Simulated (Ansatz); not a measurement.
# Cd2HgTe3: the cost of one run

Method: DFT PBE, scalar-relativistic, plane waves, PAW, in Ansatz 0.2.0.

## 1. Starting point

The structure is trigonal, space group P3m1 (No. 156). Conventional cell: a = 4.384 Å, b = 4.384 Å, c = 10.739 Å, α = 90.00°, β = 90.00°, γ = 120.00°. Cd (site symmetry 3m) is surrounded by 4 Te at 2.68 Å. Around Hg (site symmetry 3m) lie 4 Te at 2.68 Å. Te (site symmetry 3m) is surrounded by 3 Hg at 2.68 Å and 1 Cd at 2.68 Å. Around Te (site symmetry 3m) lie 4 Cd at 2.68 Å. Te (site symmetry 3m) has 3 Cd at 2.68 Å and 1 Hg at 2.68 Å as nearest neighbours.

Coordinates:

```cif
data_structure
_symmetry_space_group_name_H-M 'P 1'
_symmetry_Int_Tables_number 1
_cell_length_a 4.3840
_cell_length_b 4.3840
_cell_length_c 10.7385
_cell_angle_alpha 90.000
_cell_angle_beta 90.000
_cell_angle_gamma 120.000
_cell_volume 178.74
loop_
_atom_site_label
_atom_site_type_symbol
_atom_site_fract_x
_atom_site_fract_y
_atom_site_fract_z
_atom_site_occupancy
Cd1 Cd 0.33333 0.66667 0.66667 1
Cd2 Cd 0.66667 0.33333 0.33333 1
Hg1 Hg 0.00000 0.00000 0.00000 1
Te1 Te 0.33333 0.66667 0.91667 1
Te2 Te 0.66667 0.33333 0.58333 1
Te3 Te 0.00000 0.00000 0.25000 1
```

The start is an ordering of an alloy on its end members' structure types: elements ordered on the sites of the CdTe type, Cd/Hg on Cd (P3m1, No. 156).

## 2. The guess as it stands, on a coarse mesh

Contents of input.yaml:

```yaml
crystal:
  lattice:
    - [4.38397462, 0.0, 0.0]
    - [-2.19198731, 3.79663339, 0.0]
    - [0.0, 0.0, 10.73850086]
  atoms:
    - { symbol: Cd, position: [0.33333333, 0.66666667, 0.66666667] }
    - { symbol: Cd, position: [0.66666667, 0.33333333, 0.33333333] }
    - { symbol: Hg, position: [0.0, 0.0, 0.0] }
    - { symbol: Te, position: [0.33333333, 0.66666667, 0.91666667] }
    - { symbol: Te, position: [0.66666667, 0.33333333, 0.58333333] }
    - { symbol: Te, position: [0.0, 0.0, 0.25] }
basis:
  ecutwfc: 420
kpoints:
  mp_grid: { grid: [6, 6, 2] }
hamiltonian:
  xc: pbe
scf:
  occupations: { method: gaussian, width: 0.1 }
  lower_state_search: "off"
output:
  forces: true
  stress: true
  eigenvalues: true
```

Command:

```sh
> ansatz run input.yaml --threads 1 --pin off --max-ram 2560MiB --backend cpu --events-out ev --progress --plain --runs-dir out
```

Q: Estimate wall time and peak memory on 1 thread of Arm Neoverse V2, shared host.

About 11 s, with a peak of 0.44 GiB.
